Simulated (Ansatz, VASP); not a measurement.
Two plane-wave programs on SnSe

INCAR

```
SYSTEM = SnSe
PREC = Accurate
ENCUT = 520
EDIFF = 1E-8
ISMEAR = -1
SIGMA = 0.03
LREAL = .False.
LASPH = .True.
NELM = 80
ALGO = Normal
ISIF = 2
LWAVE = .False.
LCHARG = .False.
GGA = PE
LEFG = .True.
NBANDS = 17
```

The input KPOINTS:

```
regular mesh
0
Gamma
  12 12 12
  0 0 0
```

File POSCAR:

```
SnSe
1.0
    3.6796456177      0.0000000000      0.0000000000
    0.0000000000      3.6796456177      0.0000000000
    0.0000000000      0.0000000000      3.6796456177
Sn Se
1 1
Direct
    0.0000000000      0.0000000000      0.0000000000
    0.5000000000      0.5000000000      0.5000000000
```

Input for Ansatz:

```yaml
crystal:
  lattice:
    - [3.6796456177, 0.0, 0.0]
    - [0.0, 3.6796456177, 0.0]
    - [0.0, 0.0, 3.6796456177]
  atoms:
    - { symbol: Sn, position: [0.0, 0.0, 0.0] }
    - { symbol: Se, position: [0.5, 0.5, 0.5] }
kpoints:
  mp_grid: { grid: [12, 12, 12] }
scf:
  occupations: { method: fermi_dirac, width: 0.03 }
hamiltonian:
  xc: pbe
  pseudopotentials: { kind: paw }
output:
  forces: true
  stress: true
  eigenvalues: true
  efg: { contact_densities: true }
basis:
  ecutwfc: 600
```

Alike in both runs: task electric field gradients; functional PBE; k mesh 12 × 12 × 12; occupations fermi-dirac, width 0.03 eV; no spin polarisation.

|  | VASP | Ansatz |
| --- | --- | --- |
| version | VASP 6.6.1 | Ansatz 0.2.0 |
| potentials or method | VASP PAW PBE potentials, release 64 (Sn_d, Se) | PAW with Ansatz's default frozen-core files, scalar-relativistic |
| plane-wave cutoff (eV) | 520 | 600 |
| valence electrons in the cell | 20 | 30 |

|  | VASP | Ansatz | Ansatz less VASP |
| --- | --- | --- | --- |
| pressure (GPa) | 0.0 | 0.0 | 0.00 |
| Vzz of the field gradient on the site that differs most (V/Å²) | 0.0 | 0.0 | 0.00 |

The functional is the same, so the differences come from potentials, cutoffs and numerics. The two sets of potentials don't hold the same shells in valence. Ansatz warned: «gradients_without_spin_orbit».
